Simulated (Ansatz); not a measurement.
**PbSe: a sublattice moved along a line**

The calculation used DFT PBE+D3(BJ), scalar-relativistic, plane waves, PAW (Ansatz 0.2.0). Cutoff 420 eV, Γ-centred 8×8×6 k-points, Gaussian smearing of 0.05 eV. Spin–orbit coupling is left out, which can shift energies with elements as heavy as these. No spin polarisation. Energies are free energies at this smearing, counted from the undisturbed cell; pressure is positive in compression.

The starting cell (as given, not relaxed at this level; it stands at -0.9 GPa; this form isn't the usual structure):

```
Pb Se
1.0
     2.15488   -6.13395    0.00000
     2.15488    6.13395    0.00000
     0.00000    0.00000    4.45049
Pb Se
2 2
Direct
  0.63176 0.36824 0.75000
  0.36824 0.63176 0.25000
  0.86129 0.13871 0.75000
  0.13871 0.86129 0.25000
```

Every Pb atom is moved by x along the Cartesian unit vector (0.000, 0.000, 1.000); the cell and all other atoms stay fixed.

| x (Å) | ΔE (meV/cell) |
| --- | --- |
| -0.3000 | 52.4 |
| -0.1500 | 6.6 |
| 0.0000 | 0.0 |
| 0.0375 | 0.3 |
| 0.0750 | 1.2 |
| 0.1125 | 3.1 |
| 0.1875 | 12.3 |
| 0.2250 | 21.2 |
| 0.2625 | 34.2 |

By symmetry 0.3000 repeats -0.3000, -0.2250 repeats 0.2250, 0.1500 repeats -0.1500, -0.0750 repeats 0.0750 in energy, with the opposite slope along the path.